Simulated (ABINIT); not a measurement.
Crystal: Ag.

```
Ag
1.0
    -1.65565    1.65565    1.65565
     1.65565   -1.65565    1.65565
     1.65565    1.65565   -1.65565
Ag
1
Direct
  0.00000 0.00000 0.00000
```

This isn't the form of Ag at room conditions, which is fcc.

| Item | Value |
| --- | --- |
| Program | ABINIT 10.8.3 (patched build) |
| Task | relaxation of cell and atoms |
| Functional | LDA |
| Potentials or basis | PseudoDojo NC SR LDA v0.4.1 standard |
| Cutoff | 1170 eV |
| k mesh | 8 × 8 × 8 |
| Occupations | fermi-dirac, width 0.05 eV |
| Spin | no spin polarisation |

At the start: pressure -11.5 GPa; volume 18.15 Å³/atom.

Where does the relaxation end?

Over 6 steps the energy falls by 83.1 meV/atom and the volume is 16.13 Å³/atom (-11.1 %); space group Im-3m (No. 229, to 0.05 Å).

The path:
```tsv
step	energy change (eV)	largest force (eV/Å)	pressure (GPa)	volume (Å³)
1	0.0000	0.0000	-11.45	18.15
2	-0.0403	0.0000	-8.94	17.53
3	-0.0776	0.0000	4.09	15.69
4	-0.0829	0.0000	-0.66	16.21
5	-0.0831	0.0000	-0.03	16.13
6	-0.0831	0.0000	0.00	16.13
```

Final structure:
```xyz
1
Lattice="-1.5917 1.5917 1.5917 1.5917 -1.5917 1.5917 1.5917 1.5917 -1.5917" Properties=species:S:1:pos:R:3 pbc="T T T"
Ag    0.0000    0.0000    0.0000
```
